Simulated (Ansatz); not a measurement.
A run of Ansatz 0.2.0 is set up as follows.

Contents of input.yaml:

```yaml
crystal:
  lattice:
    - [2.94277066, 0.0, 0.0]
    - [0.0, 3.28032554, 0.0]
    - [0.0, 0.0, 4.67744676]
  atoms:
    - { symbol: Ni, position: [0.5, 0.5, 0.34249559], spin: 1.5 }
    - { symbol: Ni, position: [0.0, 0.0, 0.65750441], spin: 1.5 }
    - { symbol: Si, position: [0.5, 0.5, 0.84314316] }
    - { symbol: Si, position: [0.0, 0.0, 0.15685684] }
hamiltonian:
  xc: pbe
  pseudopotentials: { kind: paw }
magnetization:
  spin_polarized: true
  initial_magnetization: 3.0
  spin_locking: { lock_magnetization: hard }
kpoints:
  mp_grid: { grid: [8, 7, 5] }
scf:
  occupations: { method: fermi_dirac, width: 0.05 }
  lower_state_search: "off"
output:
  forces: true
  stress: true
  eigenvalues: true
```

Potentials or basis: Ansatz PAW.

Run with:

```console
$ ansatz run input.yaml --threads 2 --pin off --max-ram 5632MiB --backend cpu --events-out ev --progress --plain --runs-dir out
```

Task: What does it give for the pressure?

Result: 21.2 GPa.

Task: Predict the largest force.

Result: 0.837 eV/Å.

Forces in eV/Å, atoms in the order of the input:
```
Ni   0.000  0.000  0.196
Ni   0.000  0.000 -0.196
Si   0.000  0.000  0.837
Si   0.000  0.000 -0.837
```

Caveat: the total moment is fixed, so each spin has its own Fermi level; the thresholds are loose for stress.
